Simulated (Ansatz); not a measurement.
TaS₂

Method: PBE with spin–orbit coupling; two-component spinors; PAW, 420 eV, 12×12×6 k-mesh, Gaussian smearing of 0.05 eV; code Ansatz. The datasets are Ansatz's generated set soft_2.

```xyz
3
Lattice="3.3781 0.0000 0.0000 -1.6891 2.9255 0.0000 0.0000 0.0000 6.8022" Properties=species:S:1:pos:R:3 pbc="T T T"
Ta    0.0000    0.0000    0.0000
S     0.0000    1.9504    1.5323
S     1.6891    0.9752    5.2699
```

The chain of runs began from a cell as deposited in COD, expanded in volume. The relaxation kept the space group but changed the cell's proportions, one axis by 10 % at equal volume, so the results may not describe the measured structure.

Magnetic state: non-magnetic, site spin moments none.

**Question.** Which orbitals carry the states at the Fermi level, and how many states are there?

**Answer.** Within 0.1 eV of it: Ta 5d 72 %, S 3p 27 % (shares among the projected shells). The density of states at the Fermi level is about 1.7 states/eV per cell, averaged over 0.3 eV.

Density of states (tetrahedra, averaged over 0.4 eV; states/eV per cell of 3 atoms; energy in eV from the Fermi level):

```csv
E (eV),DOS
-6.85,0.04
-6.45,0.87
-6.05,1.40
-5.65,1.83
-5.25,2.73
-4.85,2.84
-4.45,2.06
-4.05,4.18
-3.65,4.14
-3.25,1.50
-2.85,2.88
-2.45,2.40
-2.05,2.17
-1.65,0.65
-1.25,0.29
-0.85,0.76
-0.45,0.99
-0.05,1.61
0.35,1.30
0.75,1.41
1.15,1.64
1.55,1.72
1.95,1.78
2.35,1.71
2.75,2.09
3.15,0.29
3.55,2.71
3.95,2.75
4.35,1.28
4.75,1.62
5.15,1.64
5.55,0.99
5.95,1.81
```

The calculation's cell holds 25 valence electrons, an odd number. Without magnetic order each Kramers pair of bands takes two, so one stays part-filled and the crystal must be a metal. (Only strong correlation, outside this picture, could make a Mott insulator of it.)

The starting moments died out; a magnetic state reached from other starts isn't excluded. The structure is built of weakly bound layers, and this functional has no dispersion term, so their spacing and all that hangs on it (volume, the soft elastic constants, low modes, dielectric constants) are poorly given.
